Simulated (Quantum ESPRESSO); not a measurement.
Write the native input for Quantum ESPRESSO 7.5 that does the following.

- Task: single point
- Functional: PBE
- Potentials or basis: SG15 PBE 1.2
- Cutoff: 952 eV
- Density cutoff: 3810 eV
- k mesh: 6 × 6 × 6
- Occupations: fermi-dirac, width 0.05 eV
- Spin: no spin polarisation
- Mixing beta: 0.5
- Most SCF iterations: 120
- SCF threshold: 4e-10 Ry

Crystal: NaCl.

```
CELL_PARAMETERS angstrom
3.50219 0.00000 0.00000
0.00000 3.50219 0.00000
0.00000 0.00000 3.50219
ATOMIC_POSITIONS crystal
Cl 0.50000 0.50000 0.50000
Na 0.00000 0.00000 0.00000
```

Measurements of this composition are mostly on another form, of space group No. 225.

One way to write it, as run:

pw.in

```
&CONTROL
  calculation = 'scf'
  prefix = 'pwscf'
  outdir = './tmp'
  pseudo_dir = './pseudo'
  tprnfor = .true.
  tstress = .true.
  disk_io = 'nowf'
/
&SYSTEM
  ibrav = 0
  nat = 2
  ntyp = 2
  ecutwfc = 70
  nbnd = 14
  occupations = 'smearing'
  smearing = 'fd'
  degauss = 0.00367493
/
&ELECTRONS
  conv_thr = 4d-10
  electron_maxstep = 120
  mixing_beta = 0.5
/
ATOMIC_SPECIES
Cl    35.4500 Cl_ONCV_PBE-1.2.upf
Na    22.9898 Na_ONCV_PBE-1.2.upf
CELL_PARAMETERS angstrom
   3.5021900000    0.0000000000    0.0000000000
   0.0000000000    3.5021900000    0.0000000000
   0.0000000000    0.0000000000    3.5021900000
ATOMIC_POSITIONS crystal
Cl     0.5000000000    0.5000000000    0.5000000000
Na     0.0000000000    0.0000000000    0.0000000000
K_POINTS automatic
6 6 6 0 0 0
```

Potentials or basis: SG15 PBE 1.2.

Run with:

```bash
$ OMP_NUM_THREADS=1 pw.x -in pw.in > pw.out
```

It gave:

```yaml
Pressure: 0.0 GPa
Band_gap_on_the_k_mesh: 3.98 eV, indirect (least direct gap 4.47 eV)
```

Caveat: this potential file gives levels or pressures that part from those of other sets.

Wall time 10 s on 1 thread of Arm Neoverse V1, with other jobs on the host, peak memory 0.05 GiB.
